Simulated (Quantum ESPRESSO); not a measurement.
# Si (Fd-3m) in Quantum ESPRESSO: reference runs

Aim: a first look at Si with PBE, on the cell as given and on a disturbed one.

Program: Quantum ESPRESSO 7.5. These are calculated values, not measurements. Logs are shortened: lines on timing, memory, paths and dates and some standing lists are left out, and cuts for length are marked.

## (1) The crystal as given

It takes space group Fd-3m (No. 227, cubic). The conventional cell has a = 5.444 Å, b = 5.444 Å, c = 5.444 Å, α = 90.00°, β = 90.00°, γ = 90.00°. Si (site symmetry -43m) has 4 Si at 2.36 Å as nearest neighbours.

## (2) Single point, PBE

Input file pw.in:

```
&CONTROL
  calculation = 'scf'
  prefix = 'pwscf'
  outdir = './tmp'
  pseudo_dir = './pseudo'
  tprnfor = .true.
  tstress = .true.
  disk_io = 'low'
/
&SYSTEM
  ibrav = 0
  nat = 2
  ntyp = 1
  ecutwfc = 55
  ecutrho = 440
  nbnd = 9
  occupations = 'smearing'
  smearing = 'fd'
  degauss = 0.00367493
/
&ELECTRONS
  conv_thr = 4d-10
  electron_maxstep = 120
  mixing_beta = 0.5
/
ATOMIC_SPECIES
Si    28.0850 Si.pbe-n-rrkjus_psl.1.0.0.UPF
CELL_PARAMETERS angstrom
   0.0000000000    2.7218511865    2.7218511865
   2.7218511865    0.0000000000    2.7218511865
   2.7218511865    2.7218511865    0.0000000000
ATOMIC_POSITIONS crystal
Si     0.5000000000    0.5000000000    0.5000000000
Si     0.7500000000    0.7500000000    0.7500000000
K_POINTS automatic
8 8 8 0 0 0
```

Input file pp_density.in:

```
&INPUTPP
  prefix = 'pwscf'
  outdir = './tmp'
  filplot = 'density.dat'
  plot_num = 0
/
&PLOT
  nfile = 1
  filepp(1) = 'density.dat'
  iflag = 3
  output_format = 6
  fileout = 'density.cube'
/
```

Input file pp_potential.in:

```
&INPUTPP
  prefix = 'pwscf'
  outdir = './tmp'
  filplot = 'potential.dat'
  plot_num = 11
/
&PLOT
  nfile = 1
  filepp(1) = 'potential.dat'
  iflag = 3
  output_format = 6
  fileout = 'potential.cube'
/
```

Potentials or basis: SSSP 1.3 efficiency PBE.

The run is started by

```
$ OMP_NUM_THREADS=1 pw.x -in pw.in > pw.out
$ OMP_NUM_THREADS=1 pp.x -in pp_density.in > pp_density.out
$ OMP_NUM_THREADS=1 pp.x -in pp_potential.in > pp_potential.out
```

pw.out:

```text
This program is part of the open-source Quantum ESPRESSO suite
     for quantum simulation of materials; please cite
[... 6 lines left out ...]
     using ibrav=0 with symmetry is DISCOURAGED, use correct ibrav instead

     Subspace diagonalization in iterative solution of the eigenvalue problem:
     a serial algorithm will be used

     G-vector sticks info
     --------------------
     sticks:   dense  smooth     PW     G-vecs:    dense   smooth      PW
     Sum        1615     805    253                42615    15065    2637

     Using Slab Decomposition

     bravais-lattice index     =            0
     lattice parameter (alat)  =       7.2741  a.u.
     unit-cell volume          =     272.1571 (a.u.)^3
     number of atoms/cell      =            2
     number of atomic types    =            1
     number of electrons       =         8.00
     number of Kohn-Sham states=            9
     kinetic-energy cutoff     =      55.0000  Ry
     charge density cutoff     =     440.0000  Ry
     scf convergence threshold =      4.0E-10
     mixing beta               =       0.5000
     number of iterations used =            8  plain     mixing
     Exchange-correlation= PBE
                           (   1   4   3   4   0   0   0)

     celldm(1)=   7.274083  celldm(2)=   0.000000  celldm(3)=   0.000000
     celldm(4)=   0.000000  celldm(5)=   0.000000  celldm(6)=   0.000000

     crystal axes: (cart. coord. in units of alat)
               a(1) = (   0.000000   0.707107   0.707107 )
               a(2) = (   0.707107   0.000000   0.707107 )
               a(3) = (   0.707107   0.707107   0.000000 )

     reciprocal axes: (cart. coord. in units 2 pi/alat)
               b(1) = ( -0.707107  0.707107  0.707107 )
               b(2) = (  0.707107 -0.707107  0.707107 )
               b(3) = (  0.707107  0.707107 -0.707107 )

     PseudoPot. # 1 for Si read from file:
     Si.pbe-n-rrkjus_psl.1.0.0.UPF
     Pseudo is Ultrasoft + core correction, Zval =  4.0
     Generated using "atomic" code by A. Dal Corso  v.5.1
     Using radial grid of 1141 points,  6 beta functions with:
                l(1) =   0
                l(2) =   0
                l(3) =   1
                l(4) =   1
                l(5) =   2
                l(6) =   2
     Q(r) pseudized with 0 coefficients

     atomic species   valence    mass     pseudopotential
     Si                4.00    28.08500     Si( 1.00)

     48 Sym. Ops., with inversion, found (24 have fractional translation)

   Cartesian axes

     site n.     atom                  positions (alat units)
         1        Si     tau(   1) = (   0.7071068   0.7071068   0.7071068  )
         2        Si     tau(   2) = (   1.0606602   1.0606602   1.0606602  )

     number of k points=    29  Fermi-Dirac smearing, width (Ry)=  0.0037
                       cart. coord. in units 2pi/alat
        k(    1) = (   0.0000000   0.0000000   0.0000000), wk =   0.0039062
        k(    2) = (   0.0883883   0.0883883  -0.0883883), wk =   0.0312500
        k(    3) = (   0.1767767   0.1767767  -0.1767767), wk =   0.0312500
        k(    4) = (   0.2651650   0.2651650  -0.2651650), wk =   0.0312500
        k(    5) = (  -0.3535534  -0.3535534   0.3535534), wk =   0.0156250
        k(    6) = (   0.1767767   0.0000000   0.0000000), wk =   0.0234375
[... 21 lines left out ...]
        k(   28) = (  -0.7071068   0.1767767   0.0000000), wk =   0.0468750
        k(   29) = (  -0.7071068   0.3535534   0.0000000), wk =   0.0234375

     Dense  grid:    42615 G-vectors     FFT dimensions: (  60,  60,  60)

     Smooth grid:    15065 G-vectors     FFT dimensions: (  36,  36,  36)

     Initial potential from superposition of free atoms

     starting charge       7.9989, renormalised to       8.0000
     Starting wfcs are    8 randomized atomic wfcs +    1 random wfcs

     Self-consistent Calculation

     iteration #  1     ecut=    55.00 Ry     beta= 0.50
     Davidson diagonalization with overlap
     ethr =  1.00E-02,  avg # of iterations =  6.3

     Threshold (ethr) on eigenvalues was too large:
     Diagonalizing with lowered threshold

     Davidson diagonalization with overlap
     ethr =  6.61E-04,  avg # of iterations =  1.3

     total energy              =     -22.83973327 Ry
     estimated scf accuracy    <       0.05534526 Ry
[... 36 lines left out ...]
     iteration #  7     ecut=    55.00 Ry     beta= 0.50
     Davidson diagonalization with overlap
     ethr =  3.48E-11,  avg # of iterations =  2.6

     End of self-consistent calculation

          k = 0.0000 0.0000 0.0000 (  1893 PWs)   bands (ev):

    -5.7840   6.1287   6.1287   6.1287   8.6881   8.6881   8.6881   9.4066
    13.8543

          k = 0.0884 0.0884-0.0884 (  1880 PWs)   bands (ev):
[... 16 lines left out ...]
    -3.4713  -0.8088   4.9353   4.9353   7.6403   9.4734   9.4734  13.8542
    17.4228

          k = 0.1768 0.0000 0.0000 (  1876 PWs)   bands (ev):

    -5.5129   4.7872   5.3279   5.3279   8.1412   9.8210   9.8210  10.4605
    12.6345

          k = 0.2652 0.0884-0.0884 (  1892 PWs)   bands (ev):
[... 21 lines left out ...]
    -4.5423   1.5160   3.8315   5.3578   8.8248   9.8002   9.9803  12.3983
    12.6121

          k = 0.0000-0.1768 0.1768 (  1895 PWs)   bands (ev):

    -5.2472   3.4461   4.5124   5.8363   9.1434   9.2463   9.4800  11.6356
    12.4853

          k = 0.3536 0.0000 0.0000 (  1876 PWs)   bands (ev):

    -4.7091   2.6088   4.2512   4.2512   7.2668   9.2659  11.8630  11.8630
    14.1216

          k = 0.4419 0.0884-0.0884 (  1888 PWs)   bands (ev):
[... 11 lines left out ...]
    -2.8835  -0.4918   2.1625   4.2534   7.9787  11.5751  11.5973  13.0634
    14.1018

          k = 0.0000-0.3536 0.3536 (  1863 PWs)   bands (ev):

    -3.7544   0.6598   2.4030   4.8080   8.5753  10.9034  11.2488  12.2377
    12.5881

          k = 0.5303 0.0000 0.0000 (  1868 PWs)   bands (ev):

    -3.4051   0.3921   3.5385   3.5385   6.7574   7.6838  14.1338  14.1338
    16.7626

          k =-0.0884-0.6187 0.6187 (  1863 PWs)   bands (ev):

    -2.5141  -0.6866   2.7177   3.4626   7.0377   8.1045  14.3640  14.4394
    16.8401

          k = 0.0000-0.5303 0.5303 (  1878 PWs)   bands (ev):

    -2.0808  -1.0793   1.8599   3.7184   7.3451  10.2548  13.5661  14.1123
    14.3063

          k =-0.7071 0.0000 0.0000 (  1868 PWs)   bands (ev):

    -1.6666  -1.6666   3.2941   3.2941   6.8550   6.8550  16.1697  16.1697
    17.0914

          k = 0.3536 0.1768 0.0000 (  1889 PWs)   bands (ev):

    -4.4634   1.8441   3.4349   4.7090   8.5756  10.0043  10.3304  11.6106
    13.8966

          k =-0.2652-0.4419 0.6187 (  1876 PWs)   bands (ev):
[... 16 lines left out ...]
    -2.3410  -0.7869   2.0982   3.1903   8.5217  10.4095  11.3841  13.5391
    14.5015

          k = 0.0000-0.3536 0.5303 (  1873 PWs)   bands (ev):

    -2.6892  -0.4255   1.9329   3.5632   8.9980  10.6654  11.3289  13.1385
    13.9634

          k =-0.7071 0.1768 0.0000 (  1860 PWs)   bands (ev):

    -1.5901  -1.5901   2.7367   2.7367   8.1068   8.1068  13.9436  13.9436
    16.6633

          k =-0.7071 0.3536 0.0000 (  1888 PWs)   bands (ev):

    -1.5060  -1.5060   2.3058   2.3058  10.4033  10.4033  11.1066  11.1066
    16.6638

     the Fermi energy is     6.4227 ev

!    total energy              =     -22.83977061 Ry
     estimated scf accuracy    <          1.3E-10 Ry
     smearing contrib. (-TS)   =      -0.00000186 Ry
     internal energy E=F+TS    =     -22.83976875 Ry

     The total energy is F=E-TS. E is the sum of the following terms:
     one-electron contribution =       5.10975259 Ry
     hartree contribution      =       1.10768622 Ry
     xc contribution           =     -12.30054854 Ry
     ewald contribution        =     -16.75665902 Ry

     convergence has been achieved in   7 iterations

     Forces acting on atoms (cartesian axes, Ry/au):

     atom    1 type  1   force =    -0.00000000   -0.00000000    0.00000000
     atom    2 type  1   force =     0.00000000   -0.00000000    0.00000000

     Total force =     0.000000     Total SCF correction =     0.000000

     Computing stress (Cartesian axis) and pressure

          total   stress  (Ry/bohr**3)                   (kbar)     P=       13.00
   0.00008838   0.00000000   0.00000000           13.00        0.00        0.00
   0.00000000   0.00008838   0.00000000            0.00       13.00        0.00
   0.00000000   0.00000000   0.00008838            0.00        0.00       13.00

=------------------------------------------------------------------------------=
   JOB DONE.
=------------------------------------------------------------------------------=
```

It took 9 s on 1 thread of AMD EPYC 9R45 (Zen 5), shared host; peak memory 0.21 GiB.

What came out:

```
Free energy            : -310.7509 eV
Pressure               : 1.3 GPa
Band gap on the k mesh : 0.63 eV, indirect (least direct gap 2.56 eV)
```

A k mesh can miss the band edges. PBE gaps usually lie below the measured ones, often by a third to a half.

## (3) Single point, PBE (atoms moved at random, drawn with an rms of 0.05 Å)

pw.in, as its differences from that of step 2:

```diff
@@ -7,3 +7,3 @@
   tstress = .true.
-  disk_io = 'low'
+  disk_io = 'nowf'
 /
@@ -32,4 +32,4 @@
 ATOMIC_POSITIONS crystal
-Si     0.5000000000    0.5000000000    0.5000000000
-Si     0.7500000000    0.7500000000    0.7500000000
+Si     0.5093070000    0.4893590000    0.5031720000
+Si     0.7438730000    0.7519100000    0.7438630000
 K_POINTS automatic
```

Potentials or basis: SSSP 1.3 efficiency PBE.

The run is started by

```
$ OMP_NUM_THREADS=1 pw.x -in pw.in > pw.out
```

It took 26 s on 1 thread of AMD EPYC 9R45 (Zen 5), shared host; peak memory 0.26 GiB.

It converged, with:

```yaml
Free_energy: -310.7197 eV
Pressure: 1.5 GPa
Largest_force: 0.907 eV/Å
Band_gap_on_the_k_mesh: 0.23 eV, indirect (least direct gap 2.03 eV)
```

Forces on the atoms (eV/Å):
```
Si   0.100 -0.897 -0.084
Si  -0.100  0.897  0.084
```

Stress tensor (GPa, compression positive):
```
 1.55  0.25  2.60
 0.25  1.27 -0.30
 2.60 -0.30  1.55
```

Levels at points of the mesh, in eV from the valence-band top:
```tsv
k point	band 1	band 2	band 3	band 4	band 5	band 6	band 7	band 8	band 9
(0.00, 0.00, 0.00)	-12.25	-0.66	-0.33	0.00	2.03	2.21	2.41	2.94	7.40
(0.00, 0.00, -0.50)	-10.00	-7.15	-1.75	-1.35	1.13	2.73	3.18	7.34	10.30
(0.00, -0.50, -0.50)	-8.17	-8.12	-3.18	-3.14	0.36	0.40	9.71	9.72	10.57
(0.50, 0.50, 0.50)	-9.87	-7.44	-1.66	-1.32	1.22	2.86	3.28	7.44	10.05
(-0.50, 0.00, 0.00)	-10.04	-7.07	-1.73	-1.42	1.12	2.75	3.11	7.31	10.40
(0.00, -0.50, 0.00)	-9.86	-7.44	-1.65	-1.32	1.22	2.86	3.28	7.44	10.04
(-0.50, 0.00, -0.50)	-8.35	-7.92	-3.29	-3.06	0.23	0.55	9.65	9.75	10.62
(-0.50, -0.50, 0.00)	-8.16	-8.12	-3.18	-3.15	0.37	0.40	9.71	9.72	10.57
```
